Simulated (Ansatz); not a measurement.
## Sn under changes of volume

One of the cells (33.803 Å³/atom); the others are scaled copies at fixed shape and fractional positions:

```
Sn
1.0
     0.00000    3.23334    3.23334
     3.23334    0.00000    3.23334
     3.23334    3.23334    0.00000
Sn
2
Direct
  0.75000 0.75000 0.75000
  0.50000 0.50000 0.50000
```

This isn't the form of Sn at room conditions, which is tetragonal (white tin).

```yaml
Program: Ansatz 0.2.0
Functional: LDA
Potentials_or_basis: all-electron LAPW, scalar-relativistic
Cutoff: 257 eV (chosen from the basis error)
Basis_error_allowed: 0.001 eV/atom
k_mesh: 7 × 7 × 7
Occupations: fermi-dirac, width 0.05 eV
Spin: no spin polarisation
```

```tsv
volume (Å³/atom)	energy over the lowest point (meV/atom)	pressure (GPa)
31.775	21.50	3.5
32.451	9.58	2.2
33.127	2.59	1.1
33.803	0.00	0.2
34.479	1.29	-0.7
35.155	?	?
35.831	13.60	-2.1
```

Question: What does the run at 35.155 Å³/atom give?

Answer: Energy over the lowest point 5.96 meV/atom; pressure -1.4 GPa.

Worked out: A Birch-Murnaghan fit of order 3 (a polynomial in V^(-2/3)) to the other rows has its minimum at 33.90 Å³/atom with B0 = V·E''(V) = 45 GPa and B' = 5.4. It gives 5.95 meV/atom at 35.155 Å³/atom, against the run's 5.96, and -dE/dV = -1.5 GPa, against -1.4.

Energies are extrapolated to zero smearing.
